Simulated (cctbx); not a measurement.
**YbMg3: precision against data quality**

Space group Imm2 (no. 44), a = 3.2670 Å, b = 10.9070 Å, c = 5.6740 Å, α = 90.00°, β = 90.00°, γ = 90.00°.

| atom | mult. | x | y | z | Ueq (Å²) |
| --- | --- | --- | --- | --- | --- |
| Yb1 | 2 | 0 | 0 | 0.6673 | 0.0029 |
| Mg1 | 4 | 0 | 0.2455 | 0.0032 | 0.0074 |
| Mg2 | 2 | 1/2 | 0 | 0.1650 | 0.0068 |

The model is made up (kin elements in a known structure type, no relaxation), so it says nothing on whether the phase exists.

Five simulated data sets (cctbx; Ag Kα, λ = 0.56087 Å; 6 % proportional error) differ in resolution or exposure (noise floor 4 counts in the first three, 8 in the last two). Each is refined with the right model, isotropic at 1.1 Å and anisotropic otherwise. How do the figures of merit and the uncertainties move?

| d min (Å) | top counts | ⟨I/σ⟩ (unmerged, absences included) | unique | param. (scale apart) | Rint | R1 | GooF | largest s.u. xyz (fractional) | s.u. U of Mg1 (Å²) | largest error (Å) |
| --- | --- | --- | --- | --- | --- | --- | --- | --- | --- | --- |
| 1.1 | 40000 | 8.0 | 103 | 7 | 0.038 | 0.0164 | 1.02 | 0.00943 | 0.0017 | 0.0166 |
| 0.84 | 40000 | 8.2 | 224 | 14 | 0.041 | 0.0155 | 0.95 | 0.00539 | 0.0017 | 0.0170 |
| 0.6 | 40000 | 8.1 | 586 | 14 | 0.040 | 0.0143 | 0.93 | 0.00232 | 0.0006 | 0.0162 |
| 0.75 | 300 | 2.6 | 317 | 14 | 0.123 | 0.0468 | 0.95 | 0.01536 | 0.0036 | 0.0431 |
| 0.75 | 3000 | 6.8 | 317 | 14 | 0.049 | 0.0183 | 0.95 | 0.00524 | 0.0013 | 0.0264 |

The number of reflections grows roughly as 1/d³: 103, 224 and 586 here. R1 follows the noise rather than the truth: at 300 counts it is 0.0468, at 3000 counts 0.0183, while GooF is 0.95 and 0.95: the weights 1/σ² carry the noise. The s.u. of U (U11 where anisotropic) for Mg1 goes 0.0017, 0.0017, 0.0006 Å² with resolution and 0.0036, 0.0013 Å² with exposure.

Hardware for the 0.6 Å refinement: 0.68 s on 1 thread of Arm Neoverse N1, on a shared host, peak memory 0.09 GiB.
